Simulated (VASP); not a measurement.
# Al₇O₁₂: nudged elastic band

Al₇O₁₂, defect, 19 atoms in the cell. PBE, nudged elastic band; PAW potentials Al, O (PBE set).

Path: a Al atom hops into a neighbouring Al vacancy; Moving images: 3; Charge of the cell: -3.

## Input

INCAR.step1:
```
SYSTEM = Al7O12
ALGO = Normal ; EDIFF = 1E-6
EDIFFG = -0.02 ; ENCUT = 400
IBRION = 2 ; ISIF = 2
ISMEAR = 0 ; ISYM = 0
KPAR = 6 ; LASPH = .True.
LCHARG = .False. ; LREAL = .False.
LWAVE = .False. ; NELECT = 96.0
NELM = 100 ; NSW = 100
POTIM = 0.5 ; PREC = Normal
SIGMA = 0.05
```

INCAR.step3, as INCAR.step1 but for:
```
- EDIFFG = -0.02
- IBRION = 2
- ISIF = 2
- KPAR = 6
- POTIM = 0.5
+ EDIFFG = -0.05
+ IBRION = 1
+ IMAGES = 3
+ KPAR = 2
+ POTIM = 0.3
+ SPRING = -5
```

KPOINTS:
```
k-points
0
Gamma
  4 4 2
```

00/POSCAR:
```
Al7O12
1.0
    2.3802500000      1.3742379782      4.3318666667
   -2.3802500000      1.3742379782      4.3318666667
    0.0000000000     -5.4969519130      8.6637333334
Al O
7 12
Direct
    0.8494653610      0.8542366675      0.9235889165
    0.6639646056      0.6468244606      0.3371571128
    0.6481215295      0.6528796110      0.8186311007
    0.1275915204      0.1375064000      0.0946274792
    0.1807797270      0.1668353738      0.5545077089
    0.3384942340      0.3523192859      0.1758717176
    0.3634802382      0.3416931169      0.6719829843
    0.0664214229      0.7489911434      0.2077707354
    0.0538324356      0.7474626324      0.7233233879
    0.7454457129      0.4448240518      0.0274977313
    0.7622212877      0.4068981645      0.5376766185
    0.4282583452      0.0638424402      0.3670341064
    0.4352954327      0.0601130346      0.8810324629
    0.9410858715      0.2884462166      0.2618514460
    0.9296388691      0.2521859008      0.7865556945
    0.2831269300      0.5350579128      0.4752855235
    0.2522328722      0.5618136972      0.9637161221
    0.5568785060      0.9475475292      0.1218314673
    0.5215050986      0.9383623607      0.6439776839
```

01/POSCAR:
```
Al7O12
1.0
    2.3802500000      1.3742379782      4.3318666667
   -2.3802500000      1.3742379782      4.3318666667
    0.0000000000     -5.4969519130      8.6637333334
Al O
7 12
Direct
    0.8451674543      0.8498116796      0.9245522138
    0.7035732339      0.6904265526      0.3554078587
    0.6442241459      0.6488125114      0.8188035973
    0.1342466873      0.1380132882      0.0868372721
    0.1690270952      0.1603561359      0.5609870369
    0.3371433157      0.3372419366      0.1779464627
    0.3561708642      0.3453210261      0.6674728876
    0.0987560102      0.7406844263      0.1977643879
    0.0502805957      0.7447464327      0.7223609394
    0.7456567816      0.4418723739      0.0248783547
    0.7569873156      0.3897540532      0.5506838790
    0.4048555600      0.0929227957      0.3701548373
    0.4333991716      0.0578848317      0.8757591900
    0.9396689212      0.2735910160      0.2657744000
    0.9282325421      0.2471140534      0.7854537528
    0.2679256309      0.5406881502      0.4747904726
    0.2477921266      0.5611366882      0.9614974708
    0.5557453628      0.9527149317      0.1159415682
    0.5289871851      0.9347471168      0.6368534181
```

02/POSCAR:
```
Al7O12
1.0
    2.3802500000      1.3742379782      4.3318666667
   -2.3802500000      1.3742379782      4.3318666667
    0.0000000000     -5.4969519130      8.6637333334
Al O
7 12
Direct
    0.8429835527      0.8472213046      0.9253267230
    0.7511479821      0.7385839571      0.3722676703
    0.6420696150      0.6461200016      0.8192935645
    0.1394725097      0.1372392175      0.0815930165
    0.1614208926      0.1537926736      0.5651997376
    0.3351951622      0.3277803645      0.1794690811
    0.3520793200      0.3496857917      0.6630884906
    0.1115343065      0.7352367652      0.1896582988
    0.0488973416      0.7429646898      0.7215471846
    0.7462431070      0.4403335113      0.0230507475
    0.7540017643      0.3776699142      0.5549893332
    0.3879841699      0.1011911884      0.3722938480
    0.4320776633      0.0569946020      0.8723987535
    0.9435261213      0.2559834184      0.2667691910
    0.9285248371      0.2436719793      0.7848035852
    0.2367257899      0.5425870148      0.4777109869
    0.2450220717      0.5612782471      0.9598290162
    0.5555751064      0.9560728941      0.1121751100
    0.5333586868      0.9334324648      0.6324556615
```

03/POSCAR:
```
Al7O12
1.0
    2.3802500000      1.3742379782      4.3318666667
   -2.3802500000      1.3742379782      4.3318666667
    0.0000000000     -5.4969519130      8.6637333334
Al O
7 12
Direct
    0.8404150170      0.8450297831      0.9258191829
    0.7988167680      0.7856743505      0.3892294690
    0.6394418484      0.6440607248      0.8200702889
    0.1439095749      0.1330874562      0.0771626103
    0.1520015754      0.1520699234      0.5666822983
    0.3288609366      0.3202164907      0.1836406638
    0.3512458645      0.3549832157      0.6577982534
    0.0994987881      0.7322603681      0.1939386822
    0.0473730039      0.7435845310      0.7197421539
    0.7444954435      0.4389648330      0.0222590874
    0.7485642851      0.3904945742      0.5468598727
    0.3963151957      0.0843837366      0.3744652669
    0.4313666037      0.0558511143      0.8688601157
    0.9481891229      0.2217404865      0.2698123371
    0.9281790104      0.2413893497      0.7831268976
    0.2160787431      0.5492150057      0.4788239717
    0.2420667228      0.5610823568      0.9591711444
    0.5544676252      0.9602811757      0.1077730995
    0.5365538708      0.9334705240      0.6286846044
```

04/POSCAR:
```
Al7O12
1.0
    2.3802500000      1.3742379782      4.3318666667
   -2.3802500000      1.3742379782      4.3318666667
    0.0000000000     -5.4969519130      8.6637333334
Al O
7 12
Direct
    0.8363665237      0.8411247755      0.9259920882
    0.8424215816      0.8252817575      0.4074663255
    0.6350096119      0.6397812502      0.8210341149
    0.1475528485      0.1257658429      0.0726403804
    0.1369270417      0.1507521403      0.5687515984
    0.3224109437      0.3084663324      0.1901156484
    0.3517398575      0.3616551044      0.6499956332
    0.0823476775      0.7270246588      0.2069468185
    0.0444222916      0.7438006381      0.7171254451
    0.7417833597      0.4354135482      0.0213000105
    0.7402550646      0.4228249099      0.5368527951
    0.4254037123      0.0609876058      0.3775892539
    0.4291332352      0.0539506231      0.8635907419
    0.9541881700      0.2061196765      0.2693376502
    0.9274330816      0.2370133489      0.7809070546
    0.2008007656      0.5481606855      0.4827712586
    0.2370609390      0.5596075235      0.9580665837
    0.5508835245      0.9677411175      0.1006454892
    0.5416997698      0.9323684612      0.6227911098
```

POSCAR.step1:
```
Al7O12
1.0
    2.3802500000      1.3742379782      4.3318666667
   -2.3802500000      1.3742379782      4.3318666667
    0.0000000000     -5.4969519130      8.6637333334
Al O
7 12
Direct
    0.8521600000      0.8521600000      0.9260800000
    0.6478400000      0.6478400000      0.3239200000
    0.6478400000      0.6478400000      0.8239200000
    0.1478400000      0.1478400000      0.0739200000
    0.1478400000      0.1478400000      0.5739200000
    0.3521600000      0.3521600000      0.1760800000
    0.3521600000      0.3521600000      0.6760800000
    0.0566800000      0.7500000000      0.2216600000
    0.0566800000      0.7500000000      0.7216600000
    0.7500000000      0.4433200000      0.0283400000
    0.7500000000      0.4433200000      0.5283400000
    0.4433200000      0.0566800000      0.3750000000
    0.4433200000      0.0566800000      0.8750000000
    0.9433200000      0.2500000000      0.2783400000
    0.9433200000      0.2500000000      0.7783400000
    0.2500000000      0.5566800000      0.4716600000
    0.2500000000      0.5566800000      0.9716600000
    0.5566800000      0.9433200000      0.1250000000
    0.5566800000      0.9433200000      0.6250000000
```

POSCAR.step2:
```
Al7O12
1.0
    2.3802500000      1.3742379782      4.3318666667
   -2.3802500000      1.3742379782      4.3318666667
    0.0000000000     -5.4969519130      8.6637333334
Al O
7 12
Direct
    0.8521600000      0.8521600000      0.9260800000
    0.8521600000      0.8521600000      0.4260800000
    0.6478400000      0.6478400000      0.8239200000
    0.1478400000      0.1478400000      0.0739200000
    0.1478400000      0.1478400000      0.5739200000
    0.3521600000      0.3521600000      0.1760800000
    0.3521600000      0.3521600000      0.6760800000
    0.0566800000      0.7500000000      0.2216600000
    0.0566800000      0.7500000000      0.7216600000
    0.7500000000      0.4433200000      0.0283400000
    0.7500000000      0.4433200000      0.5283400000
    0.4433200000      0.0566800000      0.3750000000
    0.4433200000      0.0566800000      0.8750000000
    0.9433200000      0.2500000000      0.2783400000
    0.9433200000      0.2500000000      0.7783400000
    0.2500000000      0.5566800000      0.4716600000
    0.2500000000      0.5566800000      0.9716600000
    0.5566800000      0.9433200000      0.1250000000
    0.5566800000      0.9433200000      0.6250000000
```

Commands (each step's output is kept before the next begins):
```
cat potpaw_PBE.64/Al/POTCAR potpaw_PBE.64/O/POTCAR > POTCAR
cp INCAR.step1 INCAR
cp POSCAR.step1 POSCAR
mpirun -np 6 vasp_std > vasp.out
cp POSCAR.step2 POSCAR
mpirun -np 6 vasp_std > vasp.out
# 00 and 04 hold the relaxed ends, the second shifted as a whole so that the mean position stays; the images between are interpolated (pair-distance (IDPP))
cp INCAR.step3 INCAR
mpirun -np 6 vasp_std > vasp.out
```

## Result

- Barrier (eV): 3.330
- Barrier of the reverse step (eV): 3.330
- Energy of the second end over the first (eV): 0.000
- Top of the path (share of its length): 0.50
- Length of the path (Å): 2.57
- Steps of the band: 9
- Ionic steps, all stages: 45
- Electronic steps, all stages: 506

Energy along the relaxed band:

| Image | Distance along the path (Å) | Energy above the first end (eV) | Slope along the path (eV/Å) | Largest force across the path (eV/Å) |
|---|---|---|---|---|
| 0 | 0.000 | 0.000 | relaxed end |  |
| 1 | 0.643 | 1.564 | 4.240 | 0.044 |
| 2 | 1.288 | 3.331 | 0.005 | 0.032 |
| 3 | 1.931 | 1.566 | -4.239 | 0.048 |
| 4 | 2.575 | 0.000 | relaxed end |  |

The cell is Al2O3 (20 atoms) with one Al atom missing.

The two ends have the same energy within 0.01 eV.

Limits: the cell holds 19 atoms, so the vacancy or interstitial meets its own images and the barrier isn't that of a lone defect; the cell is charged against a uniform background; the barrier compares two equally charged cells; the atom stays on the straight, symmetric line between the sites, so the barrier is an upper bound: a way around it wasn't tried.

VASP 6.6.1 took 1518 s on 6 cores (Intel Xeon Platinum 8259CL @ 2.50GHz (Skylake/Cascade Lake)), a shared host.
